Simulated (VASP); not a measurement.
Wanted: the native input for a VASP 6.6.1 run.

```yaml
Task: single point
Functional: PBEsol
Potentials_or_basis: VASP PAW PBE potentials, release 64 (Si)
Cutoff: 520 eV
k_mesh: 12 × 12 × 12
Occupations: gaussian, width 0.02 eV
Spin: no spin polarisation
Dipole_correction: no
Further_INCAR_settings: ALGO = Normal; EDIFF = 1e-06; NBANDS = 11
```

The structure of Si lies in POSCAR:

```
Si
1.0
    0.0000000000      2.7169171026      2.7169171026
    2.7169171026      0.0000000000      2.7169171026
    2.7169171026      2.7169171026      0.0000000000
Si
2
Direct
    0.7500000000      0.7500000000      0.7500000000
    0.5000000000      0.5000000000      0.5000000000
```

These files were run (other wordings do the same):

INCAR

```
SYSTEM = Si
PREC = Accurate ; ENCUT = 520
EDIFF = 1E-6 ; ISMEAR = 0
SIGMA = 0.02 ; LREAL = .FALSE.
LASPH = .TRUE. ; NELM = 100
ALGO = Normal ; ISIF = 2
LWAVE = .FALSE. ; LCHARG = .FALSE.
GGA = PS ; NBANDS = 11
```

KPOINTS

```
Automatic mesh
0
G
  12 12 12
  0 0 0
```

Potentials or basis: VASP PAW PBE potentials, release 64 (Si).

Launch:

```sh
$ cat potpaw_PBE.64/Si/POTCAR > POTCAR
$ mpirun -np 1 vasp_std > vasp.out
```

Results of the run:

```
Pressure               : 0.1 GPa
Band gap on the k mesh : 0.46 eV, indirect (least direct gap 2.52 eV)
```

Caveat: the PAW data sets were made with another functional, which shifts forces and pressure a little.

It took 24 s on 1 thread of Intel(R) Xeon(R) Platinum 8375C CPU @ 2.90GHz (Ice Lake), with other jobs on the host, peak memory 0.16 GiB.
